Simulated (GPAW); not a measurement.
Two runs for the S K edge of atom 2 in BaS (Fm-3m). Run A: GPAW, PBE, full core hole (charged cell), 12-atom cell with 7.8 Å between holes, 3×3×2 k points, dipole transitions, Gaussian full width 0.9 eV up to 4 eV, rising linearly to 3.5 eV at 25 eV. Run B differs in one choice.

Energy from the lowest empty level; intensity scaled to a mean of 1 over the first 20 eV:

| E (eV) | A | B |
| --- | --- | --- |
| -2.0 | 0.00 | 0.00 |
| -1.5 | 0.00 | 0.00 |
| -1.0 | 0.00 | 0.00 |
| -0.5 | 0.01 | 0.00 |
| 0.0 | 0.04 | 0.01 |
| 0.5 | 0.14 | 0.10 |
| 1.0 | 0.46 | 0.29 |
| 1.5 | 0.70 | 0.48 |
| 2.0 | 0.91 | 1.08 |
| 2.5 | 1.61 | 1.61 |
| 3.0 | 1.92 | 1.42 |
| 3.5 | 1.42 | 1.60 |
| 4.0 | 1.12 | 1.50 |
| 4.5 | 1.00 | 1.36 |
| 5.0 | 1.22 | 1.28 |
| 5.5 | 1.71 | 1.26 |
| 6.0 | 1.91 | 1.20 |
| 6.5 | 1.43 | 1.26 |
| 7.0 | 0.88 | 1.24 |
| 7.5 | 0.66 | 0.95 |
| 8.0 | 0.62 | 0.64 |
| 8.5 | 0.60 | 0.58 |
| 9.0 | 0.62 | 0.71 |
| 9.5 | 0.66 | 0.82 |
| 10.0 | 0.71 | 0.85 |
| 10.5 | 0.77 | 0.87 |
| 11.0 | 0.87 | 0.93 |
| 11.5 | 0.99 | 1.00 |
| 12.0 | 1.05 | 1.02 |
| 12.5 | 1.04 | 1.00 |
| 13.0 | 1.02 | 0.99 |
| 13.5 | 1.04 | 1.02 |
| 14.0 | 1.07 | 1.06 |
| 14.5 | 1.07 | 1.08 |
| 15.0 | 1.04 | 1.07 |
| 15.5 | 1.02 | 1.06 |
| 16.0 | 1.02 | 1.05 |
| 16.5 | 1.02 | 1.03 |
| 17.0 | 1.02 | 1.00 |
| 17.5 | 1.00 | 0.97 |
| 18.0 | 0.99 | 0.95 |
| 18.5 | 0.98 | 0.96 |
| 19.0 | 1.00 | 0.99 |
| 19.5 | 1.04 | 1.05 |
| 20.0 | 1.08 | 1.11 |
| 20.5 | 1.10 | 1.14 |
| 21.0 | 1.10 | 1.14 |
| 21.5 | 1.07 | 1.10 |
| 22.0 | 1.01 | 1.05 |
| 22.5 | 0.94 | 0.98 |
| 23.0 | 0.86 | 0.90 |
| 23.5 | 0.79 | 0.83 |
| 24.0 | 0.74 | 0.77 |
| 24.5 | 0.71 | 0.73 |
| 25.0 | 0.70 | 0.72 |
| 25.5 | 0.70 | 0.74 |
| 26.0 | 0.71 | 0.77 |
| 26.5 | 0.74 | 0.81 |
| 27.0 | 0.78 | 0.85 |
| 27.5 | 0.84 | 0.89 |
| 28.0 | 0.90 | 0.91 |
| 28.5 | 0.96 | 0.93 |
| 29.0 | 1.00 | 0.95 |
| 29.5 | 1.03 | 0.97 |
| 30.0 | 1.04 | 1.00 |

What was changed?
a) the plane-wave cutoff
b) the broadening
c) the size of the supercell
d) the volume of the cell

(c): run B changes the supercell atoms from 12 to 6, and the k mesh follows the cell. Against the first run the r.m.s. difference is 18 %. The highest intensity below 16 eV goes from 2.9 eV (1.96) to 2.5 eV (1.61). Other settings could leave a like mark; this is the one that was changed.

[Hosts, paths, dates, database ids (printed as entryN), source tags and the programs' standing remarks are cut or masked in the printed files.]

[Lists of maxima count a maximum above −3 eV only where it reaches 4 % of the highest in the window and stands out from its surroundings by 2 % of it (1.5 % where it reaches 55 %); shoulders and weaker maxima are passed over, and of the rest the first, up to two pre-edge ones and the few strongest are named.]
